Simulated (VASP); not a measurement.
# Ca (Fm-3m) in VASP: settings compared

The runs below take Ca through relaxation of cell and atoms, single point, with LDA, PBE.

All numbers are computed with VASP 6.6.1; they aren't measurements. Logs are shortened: lines on timing, memory, paths and dates and some standing lists are left out, and cuts for length are marked.

**1. Starting point**

Symmetry: Fm-3m, No. 225, cubic system. Conventional cell: a = 5.335 Å, b = 5.335 Å, c = 5.335 Å, α = 90.00°, β = 90.00°, γ = 90.00°. Ca (site symmetry m-3m) is surrounded by 12 Ca at 3.77 Å.

**2. Relaxation of cell and atoms, LDA**

Contents of INCAR:

```
ALGO     = Normal         # electronic algorithm
EDIFF    = 1E-7           # SCF threshold, eV
EDIFFG   = -0.005         # ionic threshold
ENCUT    = 600            # plane-wave cutoff, eV
GGA      = CA             # functional
IBRION   = 2              # ionic algorithm
ISIF     = 3              # what is computed and relaxed
ISMEAR   = 1              # smearing method
LASPH    = True           # aspherical terms in the spheres
LCHARG   = False          # write CHGCAR
LREAL    = False          # projectors in reciprocal space
LWAVE    = False          # write WAVECAR
NELM     = 80             # most SCF steps
NSW      = 90             # ionic steps
PREC     = Accurate       # precision mode
SIGMA    = 0.1            # smearing width, eV
```

Contents of KPOINTS:

```
k-points
0
Gamma
  12 12 12
```

Contents of POSCAR:

```
Ca                                      
1.0
    0.0000000000      2.6672615739      2.6672615739
    2.6672615739     -0.0000000000      2.6672615739
    2.6672615739      2.6672615739      0.0000000000
  Ca            
     1
Direct
     1.0000000000000000    1.0000000000000000    0.0000000000000000
```

Potentials or basis: VASP PAW LDA potentials, release 64 (Ca_sv).

Launch:

```console
$ cat potpaw_LDA.64/Ca_sv/POTCAR > POTCAR
$ mpirun -np 1 vasp_std > vasp.out
```

OUTCAR:

```text
EDIFF = 1E-7
   EDIFFG = -0.005
   ENCUT = 600
   GGA = CA
   IBRION = 2
   ISIF = 3
   ISMEAR = 1
   LASPH = True
   LREAL = False
   NELM = 80
   NSW = 90
   PREC = Accurate

 ion  position               nearest neighbor table
   1  0.000  0.000  0.000-

  LATTYP: Found a face centered cubic cell.
 ALAT       =     5.3345231478

  Lattice vectors:

 A1 = (   0.0000000000,   2.6672615739,   2.6672615739)
 A2 = (   2.6672615739,   0.0000000000,   2.6672615739)
 A3 = (   2.6672615739,   2.6672615739,   0.0000000000)

Analysis of symmetry for initial positions (statically):
=====================================================================
 Subroutine PRICEL returns:
 Original cell was already a primitive cell.

 Routine SETGRP: Setting up the symmetry group for a
 face centered cubic supercell.

 Subroutine GETGRP returns: Found 48 space group operations
 (whereof 48 operations were pure point group operations)
 out of a pool of 48 trial point group operations.

The static configuration has the point symmetry O_h .

Analysis of symmetry for dynamics (positions and initial velocities):
=====================================================================
 Subroutine PRICEL returns:
 Original cell was already a primitive cell.

 Routine SETGRP: Setting up the symmetry group for a
 face centered cubic supercell.

 Subroutine GETGRP returns: Found 48 space group operations
 (whereof 48 operations were pure point group operations)
 out of a pool of 48 trial point group operations.

The dynamic configuration has the point symmetry O_h .

 Subroutine INISYM returns: Found 48 space group operations
 (whereof 48 operations are pure point group operations),
 and found     1 'primitive' translations

----------------------------------------------------------------------------------------

                                     Primitive cell

  volume of cell :      37.9513

  direct lattice vectors                    reciprocal lattice vectors
     0.000000000  2.667261574  2.667261574    -0.187458180  0.187458180  0.187458180
     2.667261574  0.000000000  2.667261574     0.187458180 -0.187458180  0.187458180
     2.667261574  2.667261574  0.000000000     0.187458180  0.187458180 -0.187458180

  length of vectors
     3.772077492  3.772077492  3.772077492     0.324687092  0.324687092  0.324687092

  position of ions in fractional coordinates (direct lattice)
     0.000000000  0.000000000  0.000000000

  ion indices of the primitive-cell ions
   primitive index   ion index
                 1           1

----------------------------------------------------------------------------------------

 KPOINTS: k-points

Automatic generation of k-mesh.
 Grid dimensions read from file:
 generate k-points for:   12   12   12

 Generating k-lattice:

  Cartesian coordinates                     Fractional coordinates (reciprocal lattice)
    -0.015621515  0.015621515  0.015621515     0.083333333  0.000000000  0.000000000
     0.015621515 -0.015621515  0.015621515     0.000000000  0.083333333  0.000000000
     0.015621515  0.015621515 -0.015621515     0.000000000  0.000000000  0.083333333

  Length of vectors
     0.027057258  0.027057258  0.027057258

  Shift w.r.t. Gamma in fractional coordinates (k-lattice)
     0.000000000  0.000000000  0.000000000

 Subroutine IBZKPT returns following result:
 ===========================================

 Found     72 irreducible k-points:

 Following reciprocal coordinates:
            Coordinates               Weight
  0.000000  0.000000  0.000000      1.000000
  0.083333  0.000000  0.000000      8.000000
  0.166667  0.000000  0.000000      8.000000
  0.250000  0.000000  0.000000      8.000000
  0.333333  0.000000  0.000000      8.000000
  0.416667  0.000000  0.000000      8.000000
[... 16 lines left out ...]
  0.500000  0.166667  0.000000     24.000000
 -0.416667  0.166667  0.000000     24.000000
 [... further k-points ...]
   k-points           NKPTS =     72   k-points in BZ     NKDIM =     72   number of bands    NBANDS=      9
   number of dos      NEDOS =    301   number of ions     NIONS =      1
   total plane-waves  NPLWV =  27000
   dimension x,y,z NGX =    30 NGY =   30 NGZ =   30
   dimension x,y,z NGXF=    60 NGYF=   60 NGZF=   60
   ions per type =               1
   NGX,Y,Z   is equivalent  to a cutoff of  13.22, 13.22, 13.22 a.u.
   NGXF,Y,Z  is equivalent  to a cutoff of  26.44, 26.44, 26.44 a.u.
 SYSTEM =  unknown system
   PREC   = accura    normal or accurate (medium, high low for compatibility)
   ISTART =      0    job   : 0-new  1-cont  2-samecut
   ICHARG =      2    charge: 1-file 2-atom 10-const
   ISPIN  =      1    spin polarized calculation?
   LNONCOLLINEAR =      F non collinear calculations
   LSORBIT =      F    spin-orbit coupling
   LASPH  =      T    aspherical Exc in radial PAW
   ENCUT  =  600.0 eV  44.10 Ry    6.64 a.u.   7.53  7.53  7.53*2*pi/ulx,y,z
   NELM   =     80;   NELMIN=  2; NELMDL= -5     # of ELM steps
   EDIFF  = 0.1E-06   stopping-criterion for ELM
   LREAL  =      F    real-space projection
   EDIFFG = -.5E-02   stopping-criterion for IOM
   NSW    =     90    number of steps for IOM
   IBRION =      2    ionic relax: 0-MD 1-quasi-New 2-CG
   NFREE  =      1    steps in history (QN), initial steepest desc. (CG)
   ISIF   =      3    stress and relaxation
   ISYM   =      2    0-nonsym 1-usesym 2-fastsym
   POTIM  = 0.5000    time-step for ionic-motion
   TEBEG  =    0.0;   TEEND  =   0.0 temperature during run
   PSTRESS=    0.0 pullay stress
   NELECT =      10.0000    total number of electrons
   NUPDOWN=      -1.0000    fix difference up-down
   EMIN   =  10.00;   EMAX   =-10.00  energy-range for DOS
   EFERMI =   0.00;   METHOD = LEGACY
   ISMEAR =     1;   SIGMA  =   0.10  broadening in eV -4-tet -1-fermi 0-gaus
   EFERMI_NEDOS =   21; number of points for ismear=-14 and -15
   IALGO  =     38    algorithm
   IMIX   =      4    mixing-type and parameters
     AMIX     =   0.40;   BMIX     =  1.00
     AMIX_MAG =   1.60;   BMIX_MAG =  1.00
  volume/ion in A,a.u.               =      37.95       256.11
  Fermi-wavevector in a.u.,A,eV,Ry     =   1.049541  1.983344 14.987299  1.101535
  Thomas-Fermi vector in A             =   2.184507
   LORBIT       =      0    0 simple, 1 ext, 2 COOP (PROOUT), +10 PAW based schemes
   GGA     = CA    functional components
   LHFCALC =     F    Hartree Fock is set to
   AEXX    =    0.0000 exact exchange contribution
   IVDW    =     0    specifies the selected vdW correction
   LEPSILON=     F    determine dielectric tensor
   LRPA    =     F    only Hartree local field effects (RPA)
 conjugate gradient relaxation of ions
 non-spin polarized calculation
 Methfessel and Paxton  Order N= 1 SIGMA  =   0.10
  energy-cutoff  :      600.00
  volume of cell :       37.95
 maximum number of plane-waves:      1303
   NGX = 15   NGY = 15   NGZ = 15

 number of electron      10.0000000 magnetization

 number of electron       9.9999999 magnetization

 Free energy of the ion-electron system (eV)
  ---------------------------------------------------
  ext. energy  EPLUGINS =         0.00000000
  ---------------------------------------------------
  free energy    TOTEN  =        -2.20330057 eV

  energy without entropy =       -2.20179623  energy(sigma->0) =       -2.20279912

 E-fermi :   2.2258     XC(G=0):  -8.3136

 val. band max:        2.2151819554   @ k =  -0.3333   0.4167   0.1667
 cond. band min:       2.2328033818   @ k =  -0.3333   0.3333   0.1667
 fundamental gap:      0.0176214264
 Fermi energy:         2.2258167356

 k-point     1 :       0.0000    0.0000    0.0000
  band No.  band energies     occupation
      1     -39.1027      2.00000
      2     -20.2931      2.00000
      3     -20.2931      2.00000
      4     -20.2931      2.00000
      5      -1.9877      2.00000
      6       4.5689      0.00000
      7       4.5689      0.00000
      8       4.5689      0.00000
      9       5.7789      0.00000

 k-point     2 :       0.0833    0.0000    0.0000
  band No.  band energies     occupation
      1     -39.1011      2.00000
      2     -20.3077      2.00000
      3     -20.2950      2.00000
      4     -20.2950      2.00000
      5      -1.8569      2.00000
      6       4.4319      0.00000
      7       4.6199      0.00000
      8       4.6199      0.00000
      9       5.7348      0.00000

 k-point     3 :       0.1667    0.0000    0.0000
  band No.  band energies     occupation
      1     -39.0967      2.00000
      2     -20.3472      2.00000
      3     -20.3003      2.00000
      4     -20.3003      2.00000
      5      -1.4755      2.00000
      6       4.0789     -0.00000
      7       4.7203      0.00000
      8       4.7203      0.00000
      9       5.6771      0.00000

 k-point     4 :       0.2500    0.0000    0.0000
  band No.  band energies     occupation
      1     -39.0907      2.00000
      2     -20.4005      2.00000
      3     -20.3075      2.00000
      4     -20.3075      2.00000
      5      -0.8773      2.00000
      6       3.6159     -0.00000
      7       4.7237      0.00000
      8       4.7237      0.00000
      9       5.7910      0.00000
[... 205 lines left out ...]
 k-point    22 :       0.4167    0.1667    0.0000
  band No.  band energies     occupation
      1     -39.0799      2.00000
      2     -20.4609      2.00000
      3     -20.3417      2.00000
      4     -20.3336      2.00000
      5       0.5212      2.00000
      6       2.9008     -0.00000
      7       4.0785     -0.00000
      8       4.9009      0.00000
      9       6.1282      0.00000

 k-point    23 :       0.5000    0.1667    0.0000
  band No.  band energies     occupation
      1     -39.0768      2.00000
      2     -20.4835      2.00000
      3     -20.3530      2.00000
      4     -20.3338      2.00000
      5       1.2865      2.00000
      6       2.4090     -0.02648
      7       3.9779     -0.00000
      8       4.8010      0.00000
      9       6.6049      0.00000

 k-point    24 :      -0.4167    0.1667    0.0000
  band No.  band energies     occupation
      1     -39.0764      2.00000
      2     -20.4853      2.00000
      3     -20.3599      2.00000
      4     -20.3295      2.00000
      5       1.4852      2.00000
      6       2.2890      0.13220
      7       3.9390     -0.00000
      8       4.7628      0.00000
      9       6.3795      0.00000

 [... further k-points ...]

------------------------ aborting loop because EDIFF is reached ----------------------------------------

  FORCE on cell =-STRESS in cart. coord.  units (eV):
  Direction    XX          YY          ZZ          XY          YZ          ZX
  --------------------------------------------------------------------------------------
  -------------------------------------------------------------------------------------
  Total       -0.0009590     -0.0009590     -0.0009590     -0.0000000      0.0000000     -0.0000000
  in kB       -0.0404866     -0.0404866     -0.0404866     -0.0000000      0.0000000     -0.0000000
  external PRESSURE =      -0.0404866 kB  Pullay stress =       0.0000000 kB

 VOLUME and BASIS-vectors are now :
 -----------------------------------------------------------------------------
  energy-cutoff  :      600.00
  volume of cell :       37.95
      direct lattice vectors                 reciprocal lattice vectors
     0.000000000  2.667261574  2.667261574    -0.187458180  0.187458180  0.187458180
     2.667261574  0.000000000  2.667261574     0.187458180 -0.187458180  0.187458180
     2.667261574  2.667261574  0.000000000     0.187458180  0.187458180 -0.187458180

 POSITION                                       TOTAL-FORCE (eV/Angst)
 -----------------------------------------------------------------------------------
      0.00000      0.00000      0.00000         0.000000      0.000000      0.000000
 -----------------------------------------------------------------------------------
    total drift:                               -0.000000     -0.000000      0.000000

  FREE ENERGIE OF THE ION-ELECTRON SYSTEM (eV)
  ---------------------------------------------------
  free  energy   TOTEN  =        -2.2033005653 eV

  energy  without entropy=       -2.2017962301  energy(sigma->0) =       -2.20279912

 reached required accuracy - stopping structural energy minimisation
```

Run time: 11 s. Hardware: 1 thread of Intel Xeon 6975P-C (Granite Rapids), shared host; peak memory 0.16 GiB.

Results:

| Quantity | Value |
| --- | --- |
| Free energy | -2.2033 eV |
| Pressure after relaxing | 0.0 GPa |
| Band gap on the k mesh | none (metal or under the smearing width) |

Final structure:
```
Ca
1.0
     0.00000    2.66726    2.66726
     2.66726    0.00000    2.66726
     2.66726    2.66726    0.00000
Ca
1
Direct
  0.00000 0.00000 0.00000
```

Levels at points of the mesh, in eV from the Fermi level:
```csv
k point,band 3,band 4,band 5,band 6,band 7,band 8
"(0.00, 0.00, 0.00)",-22.52,-22.52,-4.21,2.34,2.34,2.34
"(0.50, 0.00, 0.00)",-22.55,-22.55,-1.09,-0.01,2.22,2.22
"(0.50, 0.50, 0.00)",-22.60,-22.60,-0.61,0.42,1.21,4.33
```

Caveat: the relaxation stopped at its first step, so nothing moved.

[end of part 1 of 3]
